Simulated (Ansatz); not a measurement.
# 1T-NiSTe monolayer in a perpendicular field

Aim: how the 1T-NiSTe monolayer screens a field along its normal, and what the field does to its bands. A positive field points along +c.

Calculated with Ansatz 0.2.0; plane-wave DFT, PBE-D3(BJ), Ansatz PAW (set soft_1); PAW set soft_1.

**1. The structure**

The cell holds 3 atoms: 1 Te, 1 Ni and 1 S. Its edges and angles: a = 3.565 Å, b = 3.565 Å, c = 35.641 Å, α = 90.0°, β = 90.0°, γ = 120.0°. Vacuum lies along c.

**2. Relaxing the slab**

The starting cell is a guess, so the in-plane lattice and the atoms are relaxed first, with the slab cut off from its images along the normal.

input.yaml

```yaml
crystal:
  lattice:
    - [3.565, 0.0, 0.0]
    - [-1.7825, 3.0873805645, 0.0]
    - [0.0, 0.0, 35.64144055]
  atoms:
    - { symbol: Te, position: [0.6666666667, 0.3333333333, 0.4671528351] }
    - { symbol: Ni, position: [0.0, 0.0, 0.5077520179] }
    - { symbol: S, position: [0.3333333333, 0.6666666667, 0.5328471649] }
  periodic: [true, true, false]
kpoints:
  mp_grid: { grid: [12, 12, 1] }
hamiltonian:
  xc: pbe
  dispersion: d3bj
  pseudopotentials: { kind: paw, azcp: { folder: soft_1 } }
scf:
  occupations: { method: fermi_dirac, width: 0.05 }
  convergence: { dr2_threshold: 1.0e-09 }
relax:
  f_tol: 0.004
  max_steps: 90
  cell: {}
output:
  write_potential: true
  write_density: true
  volumetric_format: npy
```

On the command line:

```console
> ansatz run input.yaml --threads 2 --pin off --max-ram 3072MiB --backend cpu --events-out ev --progress --plain --runs-dir out
```

Numbers of over 12 decimals in the logs are rounded to 6 here.

The log of the run:

```text
Warning: relax.cell: scf.convergence.dr2_threshold = 1e-9 eV is looser than the 1.9696521919e-10 eV advised for a relaxation that steers and ends on the stress (1e-10 eV for each atom of the cell: 3, times the square of relax.cell.stress_2d_tol = 0.05 N/m over 12.3 Å (the atoms' height at the walk's start and 5 Å past either face), 4.051e-2 GPa, over a crystal's default 0.05). What an SCF threshold leaves in a stress goes as its square root, and in the free energy as the threshold itself, and one threshold admits the most on a small cell: [figures from the program's tests cut] Set scf.convergence.dr2_threshold to 1.9696521919e-10 eV or tighter. [rest of the remark cut]
Engine: ansatz 0.2.0, aarch64-unknown-linux-gnu
Pseudopotentials: kind: paw
Pseudopotential: Te, paw, valence charge 16, recommended cutoff 420 eV (normal), soft_1/Te.paw.azcp
Pseudopotential: Ni, paw, valence charge 18, recommended cutoff 420 eV (normal), soft_1/Ni.paw.azcp
Pseudopotential: S, paw, valence charge 6, recommended cutoff 420 eV (normal), soft_1/S.paw.azcp
Functional definition: PBE
  parameter kappa = 0.804
  parameter beta = 0.066725
  exchange = pbe_x(kappa = kappa, mu = beta*pi^2/3)
  correlation = pbe_c(beta = beta)
Crystal: 3 atoms, lattice volume = 392.288 Å³
Basis set: ecut = 420 eV, 7565 PW (Γ), exchange–correlation on 48×48×480 points (8 copies of the dense FFT grid, shifted against one another)
Bands: 24, of which v1, the nominal top of the filled ones, is band 20 counted from 1 (19 counted from 0)
Symmetry: 6 space group operations
Space group: P3m1 (ITA 156), of the structure as read, at distance tolerance 7.3e-5 Å
k-points: 19 of 144 (time reversal used)
Non-local potential: Te, projectors of the file, l = 0: 2, l = 1: 2, l = 2: 2, l = 3: 1
Non-local potential: Ni, projectors of the file, l = 0: 3, l = 1: 2, l = 2: 3, l = 3: 1
Non-local potential: S, projectors of the file, l = 0: 2, l = 1: 2, l = 2: 1
PAW form: soft (Blöchl's): semilocal exchange-correlation on the pseudo side does not see the compensation charge
PAW one-centre angular grid: Te, 590 points (default); XC on 64 Gauss nodes
PAW one-centre angular grid: Ni, 590 points (default); XC on 64 Gauss nodes
PAW one-centre angular grid: S, 110 points (default); XC on 64 Gauss nodes
Initial density: superposition of atomic densities (neutral atoms: chi_scale 0, normalization atom)
Initial wavefunctions: pseudopotential atomic-orbital guess
Functional: x = pbe(κ = 0.804, μ = 0.219515), c = pbe(β = 0.066725)
SCF iter   1: F=—  HF=-13724.796355 eV  |F-HF|=—  |Δ(HF+E_count)|=         —  Δρ=5.27e-2  dr2=1.94e1  ethr=3.10e-3  ⟨swp⟩=17.2  Hψ=4075  notcnv=0
preconditioner: auto → LDOS  [metal: Δε(μ)=0.137 eV  Ē_g=8.835 eV  σ=0.050 eV  W_gap=0.46  n_scr=20 (ndim 8)  ℏωp=8.8 eV  f_vac=0.815  D(μ)=1.92/eV (n_scr^D=10)  β→1.0]
SCF iter   2: F=—  HF=-13723.608992 eV  |F-HF|=—  |Δ(HF+E_count)|=    1.19e0  Δρ=5.95e-2  dr2=9.74e0  ethr=3.10e-3  ⟨swp⟩=5.6  Hψ=1364  notcnv=0
SCF iter   3: F=—  HF=-13723.076676 eV  |F-HF|=—  |Δ(HF+E_count)|=   5.32e-1  Δρ=1.83e-2  dr2=9.69e-1  ethr=3.10e-3  ⟨swp⟩=4.2  Hψ=1335  notcnv=0
SCF iter   4: F=—  HF=-13722.952631 eV  |F-HF|=—  |Δ(HF+E_count)|=   1.24e-1  Δρ=1.98e-3  dr2=2.53e-2  ethr=2.42e-3  ⟨swp⟩=2.8  Hψ=831  notcnv=0
SCF iter   5: F=—  HF=-13722.961859 eV  |F-HF|=—  |Δ(HF+E_count)|=   9.23e-3  Δρ=1.09e-3  dr2=2.91e-3  ethr=6.33e-5  ⟨swp⟩=3.5  Hψ=1071  notcnv=0
SCF iter   6: F=—  HF=-13722.962416 eV  |F-HF|=—  |Δ(HF+E_count)|=   5.57e-4  Δρ=6.90e-4  dr2=1.35e-3  ethr=7.29e-6  ⟨swp⟩=3.2  Hψ=1094  notcnv=0
SCF iter   7: F=—  HF=-13722.962310 eV  |F-HF|=—  |Δ(HF+E_count)|=   1.06e-4  Δρ=4.30e-4  dr2=4.77e-4  ethr=3.39e-6  ⟨swp⟩=2.6  Hψ=812  notcnv=0
SCF iter   8: F=—  HF=-13722.962265 eV  |F-HF|=—  |Δ(HF+E_count)|=   4.57e-5  Δρ=1.85e-4  dr2=7.96e-5  ethr=1.19e-6  ⟨swp⟩=2.1  Hψ=595  notcnv=0
SCF iter   9: F=—  HF=-13722.962247 eV  |F-HF|=—  |Δ(HF+E_count)|=   1.80e-5  Δρ=8.58e-5  dr2=1.92e-5  ethr=1.99e-7  ⟨swp⟩=3.4  Hψ=1091  notcnv=0
SCF iter  10: F=—  HF=-13722.962227 eV  |F-HF|=—  |Δ(HF+E_count)|=   1.97e-5  Δρ=3.86e-5  dr2=3.66e-6  ethr=4.80e-8  ⟨swp⟩=1.8  Hψ=633  notcnv=0
SCF iter  11: F=—  HF=-13722.962260 eV  |F-HF|=—  |Δ(HF+E_count)|=   3.34e-5  Δρ=2.06e-6  dr2=1.73e-8  ethr=9.14e-9  ⟨swp⟩=2.8  Hψ=818  notcnv=0
SCF iter  12: F=—  HF=-13722.962260 eV  |F-HF|=—  |Δ(HF+E_count)|=   4.02e-8  Δρ=1.12e-6  dr2=4.44e-9  ethr=4.33e-11  ⟨swp⟩=3.7  Hψ=1095  notcnv=0
SCF iter  13: F=-13722.962260 eV  HF=-13722.962260 eV  |F-HF|=3.50e-9  |Δ(HF+E_count)|=   1.96e-8  Δρ=2.36e-7  dr2=2.62e-10  ethr=2.50e-12  ⟨swp⟩=10.3  Hψ=3969  notcnv=0
SCF 1 converged in 13 iterations: F = -13722.962260 eV  dr2 = 2.62e-10
  greatest PAW one-centre occupation: 1.000 electrons in one spin orbital (limit 2), on the Ni atom at site 1 (counted from 0), in its partial waves of l = 1
relax step   1: F+E_penalty+E_count = -13722.96226038 eV  Δ(F+E_penalty+E_count) = +0.000e0 eV  max|allowed force component| = 1.124e0 eV/Å  Δτ_max = 0.0000 Å  P = +1.455 N/m  Ω = 392.288 Å³  fix = [c, alpha, beta]  reactions: c +0.000 N/m  (13 SCF iters, accepted)
Crystal: 3 atoms, lattice volume = 383.440 Å³
Basis set: ecut = 420 eV, 7433 PW (Γ), exchange–correlation on 48×48×480 points (8 copies of the dense FFT grid, shifted against one another)
Initial density: handed on by an earlier stage of this run
Initial wavefunctions: those handed on with the density
iter 1 solved again at ethr=1.22e-4 eV; its pass at ethr=3.10e-3 eV (dr2=4.90e-2 eV) is discarded
SCF iter   1: F=—  HF=-13723.076445 eV  |F-HF|=—  |Δ(HF+E_count)|=         —  Δρ=4.17e-3  dr2=4.82e-2  ethr=1.22e-4  ⟨swp⟩=3.0  Hψ=3821  notcnv=0
preconditioner: auto → LDOS  [metal: Δε(μ)=0.074 eV  Ē_g=7.633 eV  σ=0.050 eV  W_gap=0.35  n_scr=20 (ndim 8)  ℏωp=8.9 eV  f_vac=0.812  D(μ)=2.03/eV (n_scr^D=10)  β→1.0]
SCF iter   2: F=—  HF=-13723.070421 eV  |F-HF|=—  |Δ(HF+E_count)|=   6.02e-3  Δρ=1.20e-3  dr2=4.88e-3  ethr=1.20e-4  ⟨swp⟩=3.5  Hψ=753  notcnv=0
SCF iter   3: F=—  HF=-13723.072792 eV  |F-HF|=—  |Δ(HF+E_count)|=   2.37e-3  Δρ=1.35e-3  dr2=4.56e-3  ethr=1.22e-5  ⟨swp⟩=3.6  Hψ=1225  notcnv=0
SCF iter   4: F=—  HF=-13723.072338 eV  |F-HF|=—  |Δ(HF+E_count)|=   4.54e-4  Δρ=2.31e-4  dr2=1.77e-4  ethr=1.14e-5  ⟨swp⟩=2.7  Hψ=694  notcnv=0
SCF iter   5: F=—  HF=-13723.072431 eV  |F-HF|=—  |Δ(HF+E_count)|=   9.28e-5  Δρ=7.17e-5  dr2=2.56e-5  ethr=4.42e-7  ⟨swp⟩=3.1  Hψ=1067  notcnv=0
SCF iter   6: F=—  HF=-13723.072407 eV  |F-HF|=—  |Δ(HF+E_count)|=   2.45e-5  Δρ=2.00e-5  dr2=4.05e-6  ethr=6.40e-8  ⟨swp⟩=3.1  Hψ=916  notcnv=0
[...]
relax step   4: F+E_penalty+E_count = -13723.09100555 eV  Δ(F+E_penalty+E_count) = -1.309e-3 eV  max|allowed force component| = 8.088e-2 eV/Å  Δτ_max = 0.0037 Å  P = -0.206 N/m  Ω = 371.125 Å³  energy of the carried Pulay correction = +8.857e-4 eV  fix = [c, alpha, beta]  reactions: c -0.000 N/m  (7 SCF iters, accepted)
[...]
relax step   5: F+E_penalty+E_count = -13723.09178185 eV  Δ(F+E_penalty+E_count) = -7.763e-4 eV  max|allowed force component| = 4.038e-2 eV/Å  Δτ_max = 0.0057 Å  P = +0.036 N/m  Ω = 368.944 Å³  energy of the carried Pulay correction = +9.797e-4 eV  fix = [c, alpha, beta]  reactions: c +0.000 N/m  (8 SCF iters, accepted)
[...]
relax step   6: F+E_penalty+E_count = -13723.09193815 eV  Δ(F+E_penalty+E_count) = -1.563e-4 eV  max|allowed force component| = 4.372e-3 eV/Å  Δτ_max = 0.0060 Å  P = -0.013 N/m  Ω = 368.413 Å³  energy of the carried Pulay correction = +1.003e-3 eV  fix = [c, alpha, beta]  reactions: c -0.000 N/m  (7 SCF iters, accepted)
[...]
relax step   7: F+E_penalty+E_count = -13723.09193938 eV  Δ(F+E_penalty+E_count) = -1.232e-6 eV  max|allowed force component| = 6.011e-4 eV/Å  Δτ_max = 0.0005 Å  P = +0.001 N/m  Ω = 368.423 Å³  energy of the carried Pulay correction = +1.002e-3 eV  fix = [c, alpha, beta]  reactions: c +0.000 N/m  (5 SCF iters, accepted)
Initial wavefunctions: pseudopotential atomic-orbital guess (no wavefunctions were taken with the density)
iter 1 solved again at ethr=2.03e-6 eV; its pass at ethr=3.10e-3 eV (dr2=8.11e-4 eV) is discarded
SCF iter   1: F=—  HF=-13723.090995 eV  |F-HF|=—  |Δ(HF+E_count)|=         —  Δρ=3.90e-5  dr2=1.75e-6  ethr=2.03e-6  ⟨swp⟩=5.5  Hψ=5936  notcnv=0
eigensolver tolerance schedule: the retry pair's looser diagonalisation over-reported the residual by 462.47 of it (diagonalisation noise at 0.43 of the residual, at the tolerance the schedule requests for it); recorded, not acted on — ethr = c·dr2/N_el stays at c = 1.0e-1
preconditioner: auto → LDOS  [metal: Δε(μ)=0.029 eV  Ē_g=7.675 eV  σ=0.050 eV  W_gap=0.14  n_scr=20 (ndim 8)  ℏωp=9.1 eV  f_vac=0.810  D(μ)=1.48/eV (n_scr^D=8)  β→1.0]
SCF iter   2: F=—  HF=-13723.090972 eV  |F-HF|=—  |Δ(HF+E_count)|=   2.36e-5  Δρ=2.53e-4  dr2=1.82e-4  ethr=4.38e-9  ⟨swp⟩=5.3  Hψ=1411  notcnv=0
SCF iter   3: F=—  HF=-13723.090932 eV  |F-HF|=—  |Δ(HF+E_count)|=   3.93e-5  Δρ=4.12e-5  dr2=5.40e-6  ethr=4.38e-9  ⟨swp⟩=4.3  Hψ=1168  notcnv=0
SCF iter   4: F=—  HF=-13723.090955 eV  |F-HF|=—  |Δ(HF+E_count)|=   2.27e-5  Δρ=6.59e-5  dr2=1.02e-5  ethr=4.38e-9  ⟨swp⟩=3.3  Hψ=1089  notcnv=0
SCF iter   5: F=—  HF=-13723.090955 eV  |F-HF|=—  |Δ(HF+E_count)|=   1.98e-7  Δρ=5.36e-6  dr2=2.11e-7  ethr=4.38e-9  ⟨swp⟩=2.9  Hψ=954  notcnv=0
SCF iter   6: F=—  HF=-13723.090957 eV  |F-HF|=—  |Δ(HF+E_count)|=   1.42e-6  Δρ=1.23e-6  dr2=4.34e-9  ethr=5.27e-10  ⟨swp⟩=3.6  Hψ=962  notcnv=0
iter 7 met the thresholds in force, and the SCF goes on: an eigenvalue changes by 4.33 meV, over its tolerance of 1.12 meV (output.eigenvalues, Limitations)
SCF iter   7: F=-13723.090957 eV  HF=-13723.090957 eV  |F-HF|=5.02e-8  |Δ(HF+E_count)|=   6.21e-7  Δρ=3.61e-7  dr2=3.79e-10  ethr=2.50e-12  ⟨swp⟩=16.7  Hψ=4682  notcnv=0
iter 8 met the thresholds in force, and the SCF goes on: an eigenvalue changes by 2.85 meV, over its tolerance of 1.02 meV (output.eigenvalues, Limitations)
SCF iter   8: F=-13723.090957 eV  HF=-13723.090957 eV  |F-HF|=4.61e-9  |Δ(HF+E_count)|=   4.61e-8  Δρ=6.78e-8  dr2=9.62e-12  ethr=1.00e-12  ⟨swp⟩=10.6  Hψ=3438  notcnv=0
Mixer restart at iter 8: flushing history
SCF iter   9: F=-13723.090957 eV  HF=-13723.090957 eV  |F-HF|=5.68e-10  |Δ(HF+E_count)|=   4.48e-9  Δρ=3.58e-7  dr2=6.73e-10  ethr=1.00e-12  ⟨swp⟩=10.4  Hψ=3261  notcnv=0
SCF 8 converged in 9 iterations: F = -13723.090957 eV  dr2 = 6.73e-10
relax step   8: F+E_penalty+E_count = -13723.09095733 eV  Δ(F+E_penalty+E_count) = +9.820e-4 eV  max|allowed force component| = 7.673e-4 eV/Å  Δτ_max = 0.0000 Å  P = +0.003 N/m  Ω = 368.423 Å³  fix = [c, alpha, beta]  reactions: c +0.000 N/m  stress off target by 2.79e-3 N/m on what of the cell is left free  SCF on the basis re-selected at this cell (its energy is not comparable with the rows above)  (9 SCF iters)
basis re-selected at this cell: Δ(F+E_penalty+E_count) = +9.820e-4 eV, ΔP = +0.002 N/m vs the last step (what re-selecting the basis moved, of the pressure what is left beyond the Pulay correction that the steps carried, after the strain that the cell walked since its last selection, with what the two solves' SCF thresholds leave and, on support functions, any second-order correction that the steps lacked; it is no m [...]
WARN: The output density's exchange-correlation potential varies sharply where the density is thin. Do not read a vacuum level from v_tot or v_xc, or from such a field of the output density. On a cell that repeats whose density bears no net charge and no dipole along the vacuum's axis use v_es (v_loc + v_h of the components); under efield.dipole_correction with no amplitude use v_es + v_field, which holds any externa [...]
SCF converged after 9 iterations
an eigenvalue changed by more than its tolerance at an iteration that met the thresholds in force, so the SCF went on 2 times, its first undamped step at iteration 8: the last check found none over its tolerance
Free energy (F): -13723.090957 eV
Harris-Foulkes:  -13723.090957 eV  (|F-HF|=5.68e-10)
Internal energy: -13723.077751 eV  (E = F + TS)
E sigma→0 (E₀):  -13723.084354 eV
Entropy (-TS):   -0.013206 eV (-4.402 meV/atom)
Fermi energy:    -5.036987 eV
--- Per-component energies (eV) ---
  E_band       = -1270.417606
  E_kinetic    = 617.143839
  E_local      = -112466.254781  (includes V_loc(G=0)·N_el)
  E_nonlocal   = -18.748374
  E_hartree    = 55963.823001
  E_xc         = -324.019471
  E_vxc        = -329.964854  (∫ρ·V_xc dr)
  E_paw        = -6934.125956  (= ΣΔE_a)
  E_vpaw       = -1000.237753  (= ΣTr[D̂ρ^β])
  E_aug_tail   = 0.000992  (compensation charges beyond the density's cutoff)
  E_ewald      = 49439.969727
  E_disp       = -0.866728  (pairwise vdW)
  E_smearing   = -0.013206  (= −TS)
  E_closure    = -0.000000  (closes the sum)
  Σ components = -13723.090957   (vs F -13723.090957, Δ=0.00e0)
--- Forces (eV/Å), atoms counted from 1 ---
  atom   1  Te     0.00000000    -0.00000000    -0.00031486
  atom   2  Ni     0.00000000     0.00000000    -0.00044987
  atom   3  S     -0.00000000     0.00000000     0.00076851
  max |Σ_I F_I| component: 3.77e-6 eV/Å
--- 2D stress c σ (N/m, compression-positive) ---
        0.002788      -0.000000       0.000000
       -0.000000       0.002788       0.000000
        0.000000       0.000000       0.000000
  P = ½ c Tr σ = 0.0028 N/m
--- Band table (eV; the first three rows and the last of 19) ---
  k-point 0: bands = [... 16 lower, -7.4093, -5.6736, -4.5463, -4.5463, -2.6990, -2.6990, -1.4134, -0.4809]
  k-point 1: bands = [... 16 lower, -7.3495, -5.6956, -4.8962, -4.6664, -3.3165, -2.8264, -1.2876, -0.3571]
  k-point 2: bands = [... 16 lower, -7.2852, -6.0505, -5.2994, -5.0097, -4.3666, -3.0827, -0.9437, -0.0042]
  k-point 18: bands = [... 16 lower, -7.9069, -7.0731, -6.7717, -6.4594, -5.3095, -4.0302, -0.3194, 1.4090]
  the weakly bound empty levels are not read free of the cell's end (no_gap_told)
--- Relaxed structure (7 steps of the walk, 7 accepted, 1 SCFs on fresh bases) ---
  F+E_penalty+E_count = -13723.09095733 eV   max|allowed force component| = 7.673e-4 eV/Å   (the final SCF, on the basis selected at the relaxed cell)
  cell:  # Å, volume = 368.4225 Å³
    - [3.454858, -4.076086081800822e-18, 0]
    - [-1.727429, 2.991994, 0]
    - [0, 0, 35.64144055]
  atoms:
    - { symbol: Te, position: [0.666667, 0.333333, 0.462559] }
    - { symbol: Ni, position: [-1.982064361593114e-19, 0, 0.507216] }
    - { symbol: S, position: [0.333333, 0.666667, 0.537977] }
```

It took 84 s on 2 threads of Arm Neoverse V1, shared host; peak memory 0.59 GiB; 2.7 min of CPU time.

This run has no spin polarisation, although Ni can carry a moment.

Relaxation path:

| step | energy less that of the first step (eV) | largest force component (eV/Å) | volume (Å³) |
| --- | --- | --- | --- |
| 1 | 0.0000 | 1.1243 | 392.29 |
| 2 | -0.1102 | 0.3065 | 383.44 |
| 3 | -0.1274 | 0.0814 | 373.49 |
| 4 | -0.1287 | 0.0809 | 371.13 |
| 5 | -0.1295 | 0.0404 | 368.94 |
| 6 | -0.1297 | 0.0044 | 368.41 |
| 7 | -0.1297 | 0.0006 | 368.42 |
| 8* | -0.1287 | 0.0008 | 368.42 |

Relaxation steps marked * repeat the geometry before them on a plane-wave basis chosen anew for their cell, so energy and pressure can jump there.

The run keeps the 6 symmetry operations that it works with, so distortions that break them were not tested.

| cell as run | before | after | change |
| --- | --- | --- | --- |
| a (Å) | 3.565 | 3.455 | -3.1 % |
| b (Å) | 3.565 | 3.455 | -3.1 % |

The atoms that moved most (Å, along periodic axes as changes of fractional coordinates times the final cell, across vacuum about the mean position):

| atom | dx | dy | dz | length |
| --- | --- | --- | --- | --- |
| S3 | 0.000 | 0.000 | 0.183 | 0.183 |
| Te1 | 0.000 | 0.000 | -0.164 | 0.164 |
| Ni2 | 0.000 | 0.000 | -0.019 | 0.019 |

The relaxed structure:

```xyz
3
Lattice="3.4549 0.0000 0.0000 -1.7274 2.9920 0.0000 0.0000 0.0000 35.6414" Properties=species:S:1:pos:R:3
Te    1.7274    0.9973   16.4863
Ni    0.0000    0.0000   18.0779
S     0.0000    1.9947   19.1743
```

This step gave:

```yaml
energy_at_zero_smearing: -13723.0844 eV
```

The lattice constant a goes from 3.565 to 3.455 Å.

(Part 1 of 2 ends here.)

[Logs are printed without paths, hosts, clocks, repeated set-up lines and the standing remarks that a program may print on its own settings, such as how far it seeks lower states.]

[Hosts, paths, dates, database ids (printed as entryN), source tags and the programs' standing remarks are cut or masked in the printed files.]

[Maps of the electrostatic potential energy from Ansatz leave out the sawtooth potential of an applied field or a dipole correction, so their vacuum need not be flat; planar profiles and work functions include it.]
